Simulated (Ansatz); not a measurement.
In CuCl (zinc blende type) the Cu atom of the primitive cell, with all its periodic images, is moved by 0.02 Å along x.

```
Cu Cl
1.0
     0.00000    2.71000    2.71000
     2.71000    0.00000    2.71000
     2.71000    2.71000    0.00000
Cu Cl
1 1
Direct
  0.99631 0.00369 0.00369
  0.25000 0.25000 0.25000
```

Method: PBE, plane waves, PAW datasets (generated hard set) in Ansatz.

Cutoff 700 eV; k-mesh 8×8×8 Γ-centred; Fermi–Dirac smearing of 0.1 eV; no spin polarisation.

Q: What force results, and what does it mean for the zone-centre vibration?

A: The force on it along the displacement is -0.0294 eV/Å, a force constant of 1.47 eV/Å². With the reduced mass of 22.76 u the zone-centre transverse optical mode lies at 133 cm⁻¹ (3.97 THz) in this finite-step estimate. The longitudinal mode lies higher by the LO–TO splitting, which a displacement repeated in every cell doesn't give.

```
atom  Fx (eV/Å)  Fy (eV/Å)  Fz (eV/Å)
 Cu1    -0.0294     0.0000     0.0000
 Cl2     0.0294     0.0000     0.0000
```
